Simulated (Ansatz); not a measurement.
CuAu: computed properties

Method: DFT PBE, scalar-relativistic, plane waves, PAW in Ansatz.

Cutoff 420 eV; k points 14×14×12 on the computed 2-atom cell (Γ-centred); Gaussian smearing, width 0.10 eV; no spin polarisation.

The structure is relaxed at this level of theory with its symmetry kept. Whether it is the stable form of this composition wasn't checked.

```
CELL_PARAMETERS angstrom
2.89203 0.00000 0.00000
0.00000 2.89203 0.00000
0.00000 0.00000 3.58760
ATOMIC_POSITIONS crystal
Cu 0.50000 0.50000 0.50000
Au 0.00000 0.00000 0.00000
```

| Property | Result |
| --- | --- |
| Space group | P4/mmm (No. 123) |
| Volume per atom | 101.2 bohr³ |
| Formation energy from the elements' standard states (uncorrected) | -0.054 eV/atom |
| Kohn–Sham band gap | none (metal) |
| Density of states at the Fermi level | 0.61 states/eV per cell |
| Löwdin character within 0.5 eV of the Fermi level | Au 6s 24 %, Cu 3d 18 %, Cu 4s 17 %, Au 5d 17 %, unprojected 23 % |
| Bulk modulus | 141 GPa |
| Its pressure derivative | 5.4 |
| Bader charges (e) | Cu (1 in the cell) 0.33, Au (1 in the cell) -0.33 |

Spin-orbit coupling is left out, which matters for the bands of heavy elements.

Cost: 9 runs of about 5.1 core-minutes in all, on Arm Neoverse V1 (shared hosts).